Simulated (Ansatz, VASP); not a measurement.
**Two plane-wave programs on HBr**

INCAR

```
SYSTEM = HBr
PREC     = Accurate       ! precision mode
ENCUT    = 520            ! plane-wave cutoff, eV
EDIFF    = 1E-7           ! SCF threshold, eV
ISMEAR   = -1             ! smearing method
SIGMA    = 0.03           ! smearing width, eV
LREAL    = .False.        ! projectors in reciprocal space
LASPH    = .True.         ! aspherical terms in the spheres
NELM     = 60             ! most SCF steps
ALGO     = Normal         ! electronic algorithm
ISIF     = 2              ! what is computed and relaxed
LWAVE    = .False.        ! write WAVECAR
LCHARG   = .False.        ! write CHGCAR
GGA      = PS             ! functional
NBANDS   = 11             ! bands
```

The input KPOINTS:

```
regular mesh
0
Gamma
  9 9 9
  0 0 0
```

Contents of POSCAR:

```
HBr
1.0
    0.0000000000      2.8200000000      3.0315000000
    2.7775000000      0.0000000000      3.0315000000
    2.7775000000      2.8200000000      0.0000000000
H Br
1 1
Direct
    0.0000000000      0.0000000000      0.0000000000
    0.5000000000      0.5000000000      0.5000000000
```

Input for Ansatz:

```yaml
crystal:
  lattice:
    - [0.0, 2.82, 3.0315]
    - [2.7775, 0.0, 3.0315]
    - [2.7775, 2.82, 0.0]
  atoms:
    - { symbol: H, position: [0.0, 0.0, 0.0] }
    - { symbol: Br, position: [0.5, 0.5, 0.5] }
kpoints:
  mp_grid: { grid: [9, 9, 9] }
  band_path:
    path:
      - [0.0, 0.0, 0.0]
      - [0.5, 0.0, 0.5]
      - [0.5, 0.2173402871, 0.7173402871]
      - [0.5, 0.7826597129, 0.2826597129]
      - [0.5, 0.5, 0.0]
      - [0.7913761462, 0.5, 0.2913761462]
      - [0.2086238538, 0.5, 0.7086238538]
      - [0.0, 0.5, 0.5]
      - [0.241090941, 0.741090941, 0.5]
    npoints: 6
scf:
  occupations: { method: fermi_dirac, width: 0.03 }
hamiltonian:
  xc: pbesol
  pseudopotentials: { kind: paw }
output:
  forces: true
  stress: true
  eigenvalues: true
  populations: true
```

Change from the starting cell: volume scaled by 1, PAW files.

Alike in both runs: task single point; functional PBEsol; k mesh 9 × 9 × 9; occupations fermi-dirac, width 0.03 eV; no spin polarisation.

|  | VASP | Ansatz |
| --- | --- | --- |
| version | VASP 6.6.1 | Ansatz 0.2.0 |
| potentials or method | VASP PAW PBE potentials, release 64 (H, Br) | PAW with Ansatz's default frozen-core files, scalar-relativistic |
| plane-wave cutoff (eV) | 520 | 420 |
| valence electrons in the cell | 8 | 8 |

```tsv
	VASP	Ansatz	Ansatz less VASP
pressure (GPa)	-8.5	-8.5	+0.02
largest component of the traceless stress (GPa)	3.22	3.22	+0.001
```

Caveats: the PAW data sets were made with another functional, which shifts forces and pressure a little (VASP).
